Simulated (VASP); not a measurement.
Wanted: the native input for a VASP 6.6.1 run.

- Task: relaxation of cell and atoms
- Functional: r2SCAN
- Dispersion: D4
- Potentials or basis: VASP PAW PBE potentials, release 64 (I)
- Cutoff: 600 eV
- k mesh: 9 × 9 × 9
- Occupations: gaussian, width 0.05 eV
- Spin: no spin polarisation
- Further INCAR settings: ALGO = Normal; EDIFF = 1e-07; IBRION = 2; EDIFFG = -0.02; NSW = 40; ISIF = 3

The structure of I lies in POSCAR:

```
I
1.0
   -2.0893754423      2.0893754423      2.0893754423
    2.0893754423     -2.0893754423      2.0893754423
    2.0893754423      2.0893754423     -2.0893754423
I
1
Direct
    0.0000000000      0.0000000000      0.0000000000
```

The real solid is made of molecules; this cell is a model form.

The input as run:

INCAR

```
PREC = Accurate ; ENCUT = 600
EDIFF = 1E-7 ; ISMEAR = 0
SIGMA = 0.05 ; LREAL = F
LASPH = T ; NELM = 80
ALGO = Normal ; ISIF = 3
LWAVE = F ; LCHARG = F
METAGGA = R2SCAN ; LMIXTAU = T
IVDW = 13 ; VDW_S6 = 1.0
VDW_S8 = 0.6018749 ; VDW_A1 = 0.51559235
VDW_A2 = 5.77342911 ; IBRION = 2
NSW = 40 ; EDIFFG = -0.02
```

KPOINTS

```
regular mesh
0
Gamma
  9 9 9
```

Potentials or basis: VASP PAW PBE potentials, release 64 (I).

The run is started by

```bash
$ cat potpaw_PBE.64/I/POTCAR > POTCAR
$ mpirun -np 1 vasp_std > vasp.out
```

It gave:

```json
{
  "Relaxed volume": "35.32 Å³/atom",
  "Relaxed cell": "a = 3.580 Å, b = 3.580 Å, c = 3.580 Å, α = 109.47°, β = 109.47°, γ = 109.47°",
  "Space group after relaxing (to 0.05 Å)": "Im-3m (No. 229)",
  "Energy gained by relaxing": "3.1 meV/atom",
  "Ionic steps": "3",
  "Pressure after relaxing": "0.0 GPa",
  "Band gap on the k mesh": "none (metal or under the smearing width)",
  "Dispersion energy per atom": "-0.140 eV"
}
```

Caveat: the PAW data sets were made with another functional, which shifts forces and pressure a little; an odd number of electrons without spin polarisation forces a metal; a magnetic or distorted state may lie lower; pairwise dispersion overbinds metals, which lowers pressure and volume.

Wall time 2.8 min on 1 thread of Intel(R) Xeon(R) Platinum 8488C (Sapphire Rapids), with other jobs on the host, peak memory 0.17 GiB.
